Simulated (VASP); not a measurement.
**AgCl in VASP: one cell, several levels of theory**

Aim: gap, levels, forces and stress of AgCl in the rocksalt structure, under +3.3 % strain along x alone at fixed geometry. Runs: PBE, r2SCAN. The results are then set beside those of Ansatz 0.2.0 for the same cell.

Program: VASP 6.6.1. PAW datasets, plane waves. No spin polarisation and no zero-point or thermal motion.

**1. The structure to begin with**

The cell comes from an earlier relaxation with r2SCAN in another program, then strained, with the atoms relaxed again.

It is tetragonal, I4/mmm (No. 139); conventional cell a = 3.922 Å, c = 5.728 Å, 22.02 Å³ an atom. Ag has 6 Cl at 2.77–2.86 Å; Cl has 6 Ag at 2.77–2.86 Å.

As a file:

```
CELL_PARAMETERS angstrom
0.00000 2.77318 2.77318
2.86387 0.00000 2.77318
2.86387 2.77318 0.00000
ATOMIC_POSITIONS crystal
Ag 0.00000 0.00000 0.00000
Cl 0.50000 0.50000 0.50000
```

**2. PBE**

INCAR

```
ENCUT = 520.000000
SIGMA = 0.020000
EDIFF = 1.00e-07
GGA = PE
PREC = Accurate
IBRION = -1
ISIF = 2
ISMEAR = -1
NBANDS = 16
NELM = 120
NSW = 0
LASPH = .TRUE.
LCHARG = .FALSE.
LWAVE = .FALSE.
LREAL = .FALSE.
```

KPOINTS

```
KPOINTS created by Atomic Simulation Environment
0
Gamma
8 8 8
0 0 0
```

KPOINTS_OPT

```
special points
8
Reciprocal
0.0000000000 0.0000000000 0.0000000000 1
0.5000000000 0.0000000000 0.5000000000 1
0.6250000000 0.2500000000 0.6250000000 1
0.3750000000 0.3750000000 0.7500000000 1
0.5000000000 0.5000000000 0.5000000000 1
0.5000000000 0.2500000000 0.7500000000 1
0.0375000000 0.0375000000 0.0750000000 1
0.0000000000 0.0000000000 0.5000000000 1
```

POSCAR

```
Ag Cl
 1.0000000000000000
     0.0000000000000000    2.7731838141999998    2.7731838141999998
     2.8638669248999999    0.0000000000000000    2.7731838141999998
     2.8638669248999999    2.7731838141999998    0.0000000000000000
 Ag  Cl
   1   1
Cartesian
  0.0000000000000000  0.0000000000000000  0.0000000000000000
  2.8638669248999999  2.7731838141999994  2.7731838141999994
```

Potentials: the recommended PBE PAW datasets, 18 valence electrons in the neutral cell.

Command:

```
mpirun -np 1 vasp_std
```

Standard output, without the iteration lines:

```text
POSCAR found type information on POSCAR AgCl
 POSCAR found :  2 types and       2 ions
 LDA part: xc-table for (Slater+PW92), standard interpolation
 POSCAR, INCAR and KPOINTS ok, starting setup
 FFT: planning ... GRIDC
 FFT: planning ... GRID_SOFT
 FFT: planning ... GRID
 WAVECAR not read
 entering main loop
 Start KPOINTS_OPT (optional k-point list driver)
k-point batch [1-8\8]
```

OSZICAR:

```text
N       E                     dE             d eps       ncg     rms          rms(c)
DAV:   1     0.102179286535E+03    0.10218E+03   -0.86922E+03  1904   0.102E+03
DAV:   2    -0.174318257565E+01   -0.10392E+03   -0.95686E+02  2344   0.221E+02
DAV:   3    -0.556237349737E+01   -0.38192E+01   -0.38102E+01  2384   0.449E+01
DAV:   4    -0.558995989703E+01   -0.27586E-01   -0.27584E-01  2352   0.412E+00
DAV:   5    -0.559034492809E+01   -0.38503E-03   -0.38503E-03  2392   0.479E-01    0.566E+00
DAV:   6    -0.540432476157E+01    0.18602E+00   -0.25400E-01  2456   0.645E+00    0.369E+00
DAV:   7    -0.540026691474E+01    0.40578E-02   -0.96236E-02  2272   0.207E+00    0.191E+00
DAV:   8    -0.539962317479E+01    0.64374E-03   -0.49546E-03  2296   0.720E-01    0.296E-01
DAV:   9    -0.539970370466E+01   -0.80530E-04   -0.49704E-04  2424   0.289E-01    0.425E-02
DAV:  10    -0.539977720788E+01   -0.73503E-04   -0.11175E-04  2288   0.921E-02    0.331E-02
DAV:  11    -0.539978164968E+01   -0.44418E-05   -0.48876E-06  2448   0.154E-02    0.343E-03
DAV:  12    -0.539978167566E+01   -0.25981E-07   -0.29142E-07  2224   0.473E-03
   1 F= -.53997817E+01 E0= -.53997817E+01  d E =-.165790E-10
       N       E                     dE             ncg
DAV:   1     0.212619243712E+04   -0.30322E+04      264
DAV:   2     0.132637427604E+04   -0.79982E+03      328
DAV:   3     0.129867227497E+04   -0.27702E+02      328
DAV:   4     0.129848415150E+04   -0.18812E+00      328
DAV:   5     0.129848163207E+04   -0.25194E-02      328
DAV:   6     0.129848158628E+04   -0.45797E-04      328
DAV:   7     0.129848158535E+04   -0.93112E-06      312
DAV:   8     0.129848158533E+04   -0.16598E-07      280
```

The lines after F= are the extra pass for the points of KPOINTS_OPT, at fixed density; their E is not a total energy.

From OUTCAR:

```text
k-points           NKPTS =     59   k-points in BZ     NKDIM =     59   number of bands    NBANDS=     16

   NELECT =      18.0000    total number of electrons

   dimension x,y,z NGX =    30 NGY =   30 NGZ =   30
   dimension x,y,z NGXF=    60 NGYF=   60 NGZF=   60

  energy-cutoff  :      520.00
  volume of cell :       44.05
      direct lattice vectors                 reciprocal lattice vectors
     0.000000000  2.773183814  2.773183814    -0.174589118  0.180298182  0.180298182
     2.863866925  0.000000000  2.773183814     0.174589118 -0.180298182  0.180298182
     2.863866925  2.773183814  0.000000000     0.174589118  0.180298182 -0.180298182

 k-points in reciprocal lattice and weights: KPOINTS created by Atomic Simulation Env
   0.00000000  0.00000000  0.00000000       0.002
   0.12500000 -0.00000000 -0.00000000       0.016
   0.25000000 -0.00000000 -0.00000000       0.016
   0.37500000 -0.00000000 -0.00000000       0.016
   0.50000000 -0.00000000 -0.00000000       0.008
   0.12500000  0.12500000  0.00000000       0.008
   0.25000000  0.12500000 -0.00000000       0.031
   0.37500000  0.12500000 -0.00000000       0.031
[... 51 more k-points ...]

 E-fermi :   3.9737

 k-point     1 :       0.0000    0.0000    0.0000
  band No.  band energies     occupation
      1     -11.5252      2.00000
      2       1.0506      2.00000
      3       1.1219      2.00000
      4       1.1219      2.00000
      5       1.1339      2.00000
      6       1.1392      2.00000
      7       1.1889      2.00000
      8       1.1889      2.00000
      9       1.2872      2.00000
     10       4.3421      0.00000
     11      14.2256      0.00000
     12      14.3235      0.00000
     13      14.3235      0.00000
     14      15.8544      0.00000
     15      16.0770      0.00000
     16      16.7949      0.00000

 k-point     2 :       0.1250   -0.0000   -0.0000
  band No.  band energies     occupation
      1     -11.4703      2.00000
      2       0.4068      2.00000
      3       0.4478      2.00000
      4       0.5313      2.00000
      5       1.1323      2.00000
      6       1.1659      2.00000
      7       1.3710      2.00000
      8       1.9326      2.00000
      9       1.9502      2.00000
     10       5.0344      0.00000
     11      12.9099      0.00000
     12      13.8053      0.00000
     13      14.0578      0.00000
     14      15.2618      0.00000
     15      15.5141      0.00000
     16      16.1298      0.00000

 k-point     3 :       0.2500   -0.0000   -0.0000
  band No.  band energies     occupation
      1     -11.3325      2.00000
      2      -0.5643      2.00000
      3      -0.1118      2.00000
      4      -0.0183      2.00000
      5       1.2579      2.00000
      6       1.2725      2.00000
      7       1.5123      2.00000
      8       2.6164      2.00000
      9       2.7081      2.00000
     10       6.3293      0.00000
     11      11.2194      0.00000
     12      12.4677      0.00000
     13      12.8065      0.00000
     14      15.6235      0.00000
     15      15.6799      0.00000
     16      16.0026      0.00000

 k-point     4 :       0.3750   -0.0000   -0.0000
  band No.  band energies     occupation
      1     -11.1868      2.00000
      2      -1.3029      2.00000
      3      -0.4673      2.00000
      4      -0.3647      2.00000
      5       1.3826      2.00000
      6       1.3889      2.00000
      7       1.6661      2.00000
      8       3.1245      2.00000
      9       3.2892      2.00000
     10       7.3922      0.00000
     11      10.1057      0.00000
     12      11.4028      0.00000
     13      11.7123      0.00000
     14      16.2176      0.00000
     15      16.4973      0.00000
     16      16.6639      0.00000

 k-point     5 :       0.5000   -0.0000   -0.0000
  band No.  band energies     occupation
      1     -11.1238      2.00000
      2      -1.5737      2.00000
      3      -0.5890      2.00000
      4      -0.4836      2.00000
      5       1.4293      2.00000
      6       1.4448      2.00000
      7       1.7388      2.00000
      8       3.3175      2.00000
      9       3.5152      2.00000
     10       7.7441      0.00000
     11       9.7908      0.00000
     12      11.0022      0.00000
     13      11.3021      0.00000
     14      16.8790      0.00000
     15      17.0519      0.00000
     16      17.2478      0.00000

 k-point     6 :       0.1250    0.1250    0.0000
  band No.  band energies     occupation
      1     -11.4507      2.00000
      2      -0.0946      2.00000
      3       0.6900      2.00000
      4       0.7844      2.00000
      5       1.0760      2.00000
      6       1.1651      2.00000
      7       1.5487      2.00000
      8       1.6261      2.00000
      9       1.9564      2.00000
     10       5.3488      0.00000
     11      13.2626      0.00000
     12      13.4647      0.00000
     13      13.6249      0.00000
     14      13.7703      0.00000
     15      17.1201      0.00000
     16      17.3985      0.00000

 k-point     7 :       0.2500    0.1250   -0.0000
  band No.  band energies     occupation
      1     -11.3437      2.00000
      2      -0.6478      2.00000
      3       0.1934      2.00000
      4       0.3230      2.00000
      5       1.1275      2.00000
      6       1.2814      2.00000
      7       1.5896      2.00000
      8       2.0320      2.00000
      9       2.5234      2.00000
     10       6.4179      0.00000
     11      11.5277      0.00000
     12      12.2750      0.00000
     13      13.1203      0.00000
     14      14.2589      0.00000
     15      16.7509      0.00000
     16      17.3907      0.00000

 k-point     8 :       0.3750    0.1250   -0.0000
  band No.  band energies     occupation
      1     -11.2061      2.00000
      2      -1.1279      2.00000
      3      -0.3486      2.00000
      4      -0.1417      2.00000
      5       1.2546      2.00000
      6       1.4104      2.00000
      7       1.6578      2.00000
      8       2.6075      2.00000
      9       3.0365      2.00000
     10       7.4678      0.00000
     11      10.0386      0.00000
     12      11.6022      0.00000
     13      12.2384      0.00000
     14      15.1346      0.00000
     15      17.1638      0.00000
     16      17.4086      0.00000

 k-point     9 :       0.5000    0.1250   -0.0000
  band No.  band energies     occupation
      1     -11.1200      2.00000
      2      -1.4092      2.00000
      3      -0.5593      2.00000
      4      -0.4061      2.00000
      5       1.3779      2.00000
      6       1.4538      2.00000
      7       1.7114      2.00000
      8       3.0431      2.00000
      9       3.1825      2.00000
     10       8.1679      0.00000
     11       9.1629      0.00000
     12      11.3839      0.00000
     13      11.6622      0.00000
     14      16.1685      0.00000
     15      17.3286      0.00000
     16      18.0397      0.00000

 k-point    10 :      -0.3750    0.1250    0.0000
  band No.  band energies     occupation
      1     -11.1422      2.00000
      2      -1.3287      2.00000
      3      -0.4854      2.00000
      4      -0.4009      2.00000
      5       1.3884      2.00000
      6       1.4160      2.00000
      7       1.6903      2.00000
      8       2.7883      2.00000
      9       3.3320      2.00000
     10       8.0829      0.00000
     11       9.3276      0.00000
     12      11.3901      0.00000
     13      11.6255      0.00000
     14      16.2615      0.00000
     15      17.1459      0.00000
     16      17.5750      0.00000

 k-point    11 :      -0.2500    0.1250    0.0000
  band No.  band energies     occupation
      1     -11.2576      2.00000
      2      -0.8939      2.00000
      3      -0.2975      2.00000
      4      -0.0088      2.00000
      5       1.2693      2.00000
      6       1.3548      2.00000
      7       1.6212      2.00000
      8       2.2350      2.00000
      9       3.1467      2.00000
     10       7.1218      0.00000
     11      10.5168      0.00000
     12      11.8200      0.00000
     13      12.0871      0.00000
     14      15.1820      0.00000
     15      17.0852      0.00000
     16      17.2322      0.00000

 k-point    12 :      -0.1250    0.1250    0.0000
  band No.  band energies     occupation
      1     -11.3925      2.00000
      2      -0.2473      2.00000
      3       0.0579      2.00000
      4       0.4770      2.00000
      5       1.1672      2.00000
      6       1.2699      2.00000
      7       1.6287      2.00000
      8       1.6728      2.00000
      9       2.6162      2.00000
     10       5.8898      0.00000
     11      12.2212      0.00000
     12      12.3737      0.00000
     13      13.3020      0.00000
     14      14.5427      0.00000
     15      16.2858      0.00000
     16      17.1972      0.00000

[... the tables of k-points 13 to 59 left out ...]

  Total       -0.0736337      0.0673345      0.0673345      0.0000000      0.0000000      0.0000000
  in kB       -2.6782263      2.4491080      2.4491080      0.0000000      0.0000000      0.0000000
  external PRESSURE =       0.7399966 kB  Pullay stress =       0.0000000 kB

 POSITION                                       TOTAL-FORCE (eV/Angst)
 -----------------------------------------------------------------------------------
      0.00000      0.00000      0.00000        -0.000000      0.000000      0.000000
      2.86387      2.77318      2.77318         0.000000      0.000000      0.000000
 -----------------------------------------------------------------------------------
    total drift:                               -0.000000      0.000000      0.000000

  FREE ENERGIE OF THE ION-ELECTRON SYSTEM (eV)
  ---------------------------------------------------
  free  energy   TOTEN  =        -5.3997816757 eV

  energy  without entropy=       -5.3997816756  energy(sigma->0) =       -5.39978168
```

Hardware: 1 MPI rank of Intel Xeon Platinum 8488C, shared host.

The levels at the points of KPOINTS_OPT are read from vasprun.xml.

Near the gap, in eV above the top of the last filled band v; c is the band after it:

```csv
point,v−1,v,c,c+1
Γ,-2.33,-2.23,0.83,10.71
X,-1.96,-1.90,2.33,7.92
U,-1.68,-1.12,3.49,7.11
K,-1.68,-1.12,3.49,7.11
L,-0.20,0.00,4.23,6.28
W,-1.95,-1.27,3.86,7.77
```

Gap with PBE: 0.83 eV, valence top at L, conduction bottom at Γ. Least direct gap: 2.91 eV. The pressure is 0.07 GPa; the forces vanish within 0.01 eV/Å.

[end of part 1 of 2]
